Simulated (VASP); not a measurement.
Write the native input for VASP 6.6.1 that does the following.

```
Task                   : relaxation of cell and atoms
Functional             : LDA
Potentials or basis    : VASP PAW LDA potentials, release 64 (Sb)
Cutoff                 : 600 eV
k mesh                 : 10 × 10 × 10
Occupations            : methfessel-paxton, width 0.1 eV
Spin                   : no spin polarisation
Further INCAR settings : ALGO = Normal; EDIFF = 1e-06; IBRION = 2; EDIFFG = -0.01; NSW = 90; ISIF = 3
```

The structure of Sb lies in POSCAR:

```
Sb
1.0
    2.1542000000      1.2437279499      3.7580000000
   -2.1542000000      1.2437279499      3.7580000000
    0.0000000000     -2.4874558998      3.7580000000
Sb
2
Direct
    0.2334900000      0.2334900000      0.2334900000
    0.7665100000      0.7665100000      0.7665100000
```

The input as run:

INCAR

```
SYSTEM = Sb
PREC     = Accurate       ! precision mode
ENCUT    = 600            ! plane-wave cutoff, eV
EDIFF    = 1E-6           ! SCF threshold, eV
ISMEAR   = 1              ! smearing method
SIGMA    = 0.1            ! smearing width, eV
LREAL    = .FALSE.        ! projectors in reciprocal space
LASPH    = .TRUE.         ! aspherical terms in the spheres
NELM     = 80             ! most SCF steps
ALGO     = Normal         ! electronic algorithm
ISIF     = 3              ! what is computed and relaxed
LWAVE    = .FALSE.        ! write WAVECAR
LCHARG   = .FALSE.        ! write CHGCAR
IBRION   = 2              ! ionic algorithm
NSW      = 90             ! ionic steps
EDIFFG   = -0.01          ! ionic threshold
```

KPOINTS

```
regular mesh
0
G
  10 10 10
  0 0 0
```

Potentials or basis: VASP PAW LDA potentials, release 64 (Sb).

Command:

```console
$ cat potpaw_LDA.64/Sb/POTCAR > POTCAR
$ mpirun -np 1 vasp_std > vasp.out
```

Results of the run:

| Quantity | Value |
| --- | --- |
| Relaxed volume | 29.29 Å³/atom |
| Relaxed cell | a = 4.420 Å, b = 4.420 Å, c = 4.420 Å, α = 58.22°, β = 58.22°, γ = 58.22° |
| Space group after relaxing (to 0.05 Å) | R-3m (No. 166) |
| Energy gained by relaxing | 5.3 meV/atom |
| Ionic steps | 10 |
| Pressure after relaxing | 0.0 GPa |
| Band gap on the k mesh | none (metal or under the smearing width) |

It took 2.6 min on 1 thread of AMD EPYC 9R14 (Zen 4) (shared host), peak memory 0.19 GiB.
